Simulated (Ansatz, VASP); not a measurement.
# SiC: VASP beside Ansatz

```xyz
2
Lattice="0.0000 2.2327 2.2327 2.2327 0.0000 2.2327 2.2327 2.2327 0.0000" Properties=species:S:1:pos:R:3 pbc="T T T"
Si    3.3491    3.3491    3.3491
C     0.0000    0.0000    0.0000
```

Alike in both runs: task single point; functional PBE; k mesh 10 × 10 × 10; occupations gaussian, width 0.02 eV; no spin polarisation.

|  | VASP | Ansatz |
| --- | --- | --- |
| version | VASP 6.6.1 | Ansatz 0.2.0 |
| potentials or method | VASP PAW PBE potentials, release 64 (Si, C) | scalar-relativistic, plane waves, PAW |
| plane-wave cutoff (eV) | 520 | 420 |
| valence electrons in the cell | 8 | 8 |

|  | VASP | Ansatz | Ansatz less VASP |
| --- | --- | --- | --- |
| gap on the k mesh at the Fermi level (eV) | 1.42 | 1.42 | 0.000 |
| least direct gap on the mesh (eV) | 4.46 | 4.47 | +0.002 |
| pressure (GPa) | -11.0 | -11.0 | +0.03 |

The functional is the same, so the differences come from potentials, cutoffs and numerics.

A k mesh can miss the band edges.
